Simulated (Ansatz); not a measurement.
Input of an Ansatz 0.2.0 run:

File input.yaml:

```yaml
crystal:
  lattice:
    - [3.724, 0.0, 0.0]
    - [-1.862, 3.2250786037, 0.0]
    - [0.0, 0.0, 5.062]
  atoms:
    - { symbol: Pt, position: [0.0, 0.0, 0.0] }
    - { symbol: Se, position: [0.6666666667, 0.3333333333, 0.75] }
    - { symbol: Se, position: [0.3333333333, 0.6666666667, 0.25] }
hamiltonian:
  xc:
    exchange: hjs_pbesol
    correlation: pbesol
    exx: { coeff: 0.25, omega: 0.207 }
  pseudopotentials: { kind: paw }
kpoints:
  mp_grid: { grid: [4, 4, 3] }
  band_path:
    path:
      - [[0.0, 0.0, 0.0], [0.5, 0.0, 0.0], [0.3333333333, 0.3333333333, 0.0], [0.0, 0.0, 0.0], [0.0, 0.0, 0.5], [0.5, 0.0, 0.5], [0.3333333333, 0.3333333333, 0.5], [0.0, 0.0, 0.5]]
      - [[0.5, 0.0, 0.5], [0.5, 0.0, 0.0]]
      - [[0.3333333333, 0.3333333333, 0.0], [0.3333333333, 0.3333333333, 0.5]]
    npoints: 4
scf:
  occupations: { method: fermi_dirac, width: 0.05 }
  n_extra_bands: 7
output:
  forces: true
  stress: true
  eigenvalues: true
  fatbands: false
```

Potentials or basis: Ansatz PAW.

Run with:

```console
$ ansatz run input.yaml --threads 2 --pin off --max-ram 5632MiB --backend cpu --events-out ev --progress --plain --runs-dir out
```

(1) What does it give for the largest force?

(2) Predict the pressure.

(3) Estimate the band gap on the k mesh.

Answers

(1) 0.080 eV/Å.

(2) -0.7 GPa.

(3) none (metal or under the smearing width).

Caveat: the k mesh is coarse (spacing up to 0.49 Å⁻¹), so the values aren't converged, least of all with exact exchange; spin-orbit coupling is left out, which moves the levels of the heavy elements; the PAW data sets come from PBE, with cores solved anew for the run's functional, which leaves a small shift of forces and pressure; the thresholds are loose for stress.
